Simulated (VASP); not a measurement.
# BiTe (R-3m) in VASP: further runs, part 2 of 2

VASP 6.6.1. The steps go on from the part before.

## 9. Equation of state, PBEsol, 31.70 Å³/atom (volume scaled by 0.94)

INCAR

```
PREC = Accurate
ENCUT = 520
EDIFF = 1E-7
ISMEAR = -1
SIGMA = 0.05
LREAL = False
LASPH = True
NELM = 100
ALGO = Normal
ISIF = 2
LWAVE = False
LCHARG = False
GGA = PS
NBANDS = 18
```

KPOINTS

```
regular mesh
0
Gamma
  7 7 7
```

POSCAR

```
BiTe
1.0
    2.3732508797      1.3701970343      3.2495731172
   -2.3732508797      1.3701970343      3.2495731172
    0.0000000000     -2.7403940685      3.2495731172
Bi Te
1 1
Direct
    0.5000000000      0.5000000000      0.5000000000
    0.0000000000      0.0000000000      0.0000000000
```

Potentials or basis: VASP PAW PBE potentials, release 64 (Bi_d, Te).

The run is started by

```sh
$ cat potpaw_PBE.64/Bi_d/POTCAR potpaw_PBE.64/Te/POTCAR > POTCAR
$ mpirun -np 1 vasp_std > vasp.out
```

It took 26 s on 1 thread of Intel Xeon Platinum 8488C (Sapphire Rapids), shared host; peak memory 0.2 GiB.

The run converged. Its results:

```
Free energy            : -7.9948 eV
Pressure               : 0.8 GPa
Band gap on the k mesh : none (metal or under the smearing width)
```

Caveat: the PAW data sets were made with another functional, which shifts forces and pressure a little; spin-orbit coupling is left out, which moves the levels of the heavy elements.

## 10. Equation of state, PBEsol, 32.38 Å³/atom (volume scaled by 0.96)

INCAR is that of step 9.

KPOINTS is that of step 9.

POSCAR

```
BiTe
1.0
    2.3899644647      1.3798466271      3.2724581889
   -2.3899644647      1.3798466271      3.2724581889
    0.0000000000     -2.7596932542      3.2724581889
Bi Te
1 1
Direct
    0.5000000000      0.5000000000      0.5000000000
    0.0000000000      0.0000000000      0.0000000000
```

The run is started by

```sh
$ cat potpaw_PBE.64/Bi_d/POTCAR potpaw_PBE.64/Te/POTCAR > POTCAR
$ mpirun -np 1 vasp_std > vasp.out
```

It took 28 s on 1 thread of Intel Xeon Platinum 8488C (Sapphire Rapids), shared host; peak memory 0.19 GiB.

The run converged. Its results:

```
Free energy            : -7.9971 eV
Pressure               : -0.4 GPa
Band gap on the k mesh : none (metal or under the smearing width)
```

Caveat: the PAW data sets were made with another functional, which shifts forces and pressure a little; spin-orbit coupling is left out, which moves the levels of the heavy elements.

## 11. Equation of state, PBEsol, 33.05 Å³/atom (volume scaled by 0.98)

INCAR is that of step 10.

KPOINTS is that of step 10.

POSCAR

```
BiTe
1.0
    2.4064474992      1.3893631114      3.2950275793
   -2.4064474992      1.3893631114      3.2950275793
    0.0000000000     -2.7787262229      3.2950275793
Bi Te
1 1
Direct
    0.5000000000      0.5000000000      0.5000000000
    0.0000000000      0.0000000000      0.0000000000
```

The run is started by

```sh
$ cat potpaw_PBE.64/Bi_d/POTCAR potpaw_PBE.64/Te/POTCAR > POTCAR
$ mpirun -np 1 vasp_std > vasp.out
```

It took 28 s on 1 thread of Intel Xeon Platinum 8488C (Sapphire Rapids), shared host; peak memory 0.2 GiB.

Results (log left out):

| Item | Value |
| --- | --- |
| Free energy | -7.9900 eV |
| Pressure | -1.4 GPa |
| Band gap on the k mesh | none (metal or under the smearing width) |

Caveat: the PAW data sets were made with another functional, which shifts forces and pressure a little; spin-orbit coupling is left out, which moves the levels of the heavy elements.

## 12. Equation of state, PBEsol, 34.40 Å³/atom (volume scaled by 1.02)

INCAR is that of step 11.

KPOINTS is that of step 11.

POSCAR

```
BiTe
1.0
    2.4387526627      1.4080145063      3.3392614156
   -2.4387526627      1.4080145063      3.3392614156
    0.0000000000     -2.8160290126      3.3392614156
Bi Te
1 1
Direct
    0.5000000000      0.5000000000      0.5000000000
    0.0000000000      0.0000000000      0.0000000000
```

Potentials or basis: VASP PAW PBE potentials, release 64 (Bi_d, Te).

The run is started by

```sh
$ cat potpaw_PBE.64/Bi_d/POTCAR potpaw_PBE.64/Te/POTCAR > POTCAR
$ mpirun -np 1 vasp_std > vasp.out
```

Wall time 29 s (1 thread of Intel Xeon Platinum 8488C (Sapphire Rapids), shared host); peak memory 0.2 GiB.

It converged, with:

```yaml
Free_energy: -7.9516 eV
Pressure: -3.2 GPa
Band_gap_on_the_k_mesh: none (metal or under the smearing width)
```

Caveat: the PAW data sets were made with another functional, which shifts forces and pressure a little; spin-orbit coupling is left out, which moves the levels of the heavy elements.

## 13. Equation of state, PBEsol, 35.07 Å³/atom (volume scaled by 1.04)

INCAR is that of step 12.

KPOINTS is that of step 12.

POSCAR

```
BiTe
1.0
    2.4545891627      1.4171577139      3.3609455389
   -2.4545891627      1.4171577139      3.3609455389
    0.0000000000     -2.8343154277      3.3609455389
Bi Te
1 1
Direct
    0.5000000000      0.5000000000      0.5000000000
    0.0000000000      0.0000000000      0.0000000000
```

The run is started by

```sh
$ cat potpaw_PBE.64/Bi_d/POTCAR potpaw_PBE.64/Te/POTCAR > POTCAR
$ mpirun -np 1 vasp_std > vasp.out
```

Run time: 47 s. Hardware: 1 thread of Intel Xeon Platinum 8488C (Sapphire Rapids), shared host; peak memory 0.22 GiB.

The run converged. Its results:

```
Free energy            : -7.9221 eV
Pressure               : -3.9 GPa
Band gap on the k mesh : none (metal or under the smearing width)
```

Caveat: the PAW data sets were made with another functional, which shifts forces and pressure a little; spin-orbit coupling is left out, which moves the levels of the heavy elements.

## 14. Equation of state, PBEsol, 35.75 Å³/atom (volume scaled by 1.06)

INCAR is that of step 13.

KPOINTS is that of step 13.

POSCAR

```
BiTe
1.0
    2.4702239101      1.4261844395      3.3823534125
   -2.4702239101      1.4261844395      3.3823534125
    0.0000000000     -2.8523688790      3.3823534125
Bi Te
1 1
Direct
    0.5000000000      0.5000000000      0.5000000000
    0.0000000000      0.0000000000      0.0000000000
```

The run is started by

```sh
$ cat potpaw_PBE.64/Bi_d/POTCAR potpaw_PBE.64/Te/POTCAR > POTCAR
$ mpirun -np 1 vasp_std > vasp.out
```

Run time: 47 s. Hardware: 1 thread of Intel Xeon Platinum 8488C (Sapphire Rapids), shared host; peak memory 0.23 GiB.

It converged, with:

```
Free energy            : -7.8866 eV
Pressure               : -4.6 GPa
Band gap on the k mesh : none (metal or under the smearing width)
```

Caveat: the PAW data sets were made with another functional, which shifts forces and pressure a little; spin-orbit coupling is left out, which moves the levels of the heavy elements.

## 15. Equation of state, PBEsol

Potentials or basis: VASP PAW PBE potentials, release 64 (Bi_d, Te).

No new run: the results of the series are fitted here.

What came out:

```yaml
Equilibrium_volume: 32.19 Å³/atom
Bulk_modulus_at_fixed_shape_and_positions: 55 GPa
Pressure_derivative_of_the_bulk_modulus: 4.6
```

Energy against volume, from the lowest point:
```tsv
volume (Å³/atom)	energy (meV/atom)
31.701	1.16
32.376	0.00
33.050	3.55
33.725	11.29
34.399	22.76
35.074	37.54
35.748	55.27
```

Caveat: the cell was scaled at fixed shape and fractional positions, which overstates the stiffness of a crystal with free parameters, most of all of layers and chains; the PAW data sets were made with another functional, which shifts forces and pressure a little; spin-orbit coupling is left out, which moves the levels of the heavy elements.
